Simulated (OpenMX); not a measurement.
Si under changes of volume

One of the cells (20.165 Å³/atom); the others are scaled copies at fixed shape and fractional positions:

```xyz
2
Lattice="0.0000 2.7219 2.7219 2.7219 0.0000 2.7219 2.7219 2.7219 0.0000" Properties=species:S:1:pos:R:3 pbc="T T T"
Si    2.7219    2.7219    2.7219
Si    4.0828    4.0828    4.0828
```

```yaml
Program: OpenMX 3.8.5
Functional: PBE
Dispersion: D2
Potentials_or_basis: OpenMX 2013 PBE set (Si with 2p valence), Si7.0H-s2p3d1, fixed grid of 32 × 32 × 32 points
k_mesh: 5 × 5 × 5
Occupations: fermi-dirac, width 0.05 eV
Spin: non-collinear spin, ferromagnetic start, spin-orbit coupling
Starting_moments: "[[0.5, 0.0, 0.0], [0.5, 0.0, 0.0]] μB"
```

```tsv
volume (Å³/atom)	energy over the lowest point (meV/atom)	gap on the mesh (eV)
18.955	43.60	0.49
19.358	24.20	0.53
19.761	10.83	0.57
20.165	2.78	0.61
20.568	0.00	0.64
20.971	?	?
21.375	6.55	0.70
```

What does the run at 20.971 Å³/atom give?

Energy over the lowest point 1.37 meV/atom; gap on the mesh 0.67 eV.

Worked out: A Birch-Murnaghan fit of order 3 (a polynomial in V^(-2/3)) to the other rows has its minimum at 20.64 Å³/atom with B0 = V·E''(V) = 87 GPa and B' = 4.7. It gives 1.28 meV/atom at 20.971 Å³/atom, against the run's 1.37. A straight line through the other rows of the gap, of slope 1.76 eV per unit of ln V, gives 0.67 eV, against the run's 0.67.

Energies are extrapolated to zero smearing.

Caveats: total energies with and without spin-orbit coupling shouldn't be compared in this program; an odd mesh through Γ misses points on the zone boundary, where band edges often lie; the basis of atomic orbitals isn't converged, which shifts pressures, moduli and gaps.
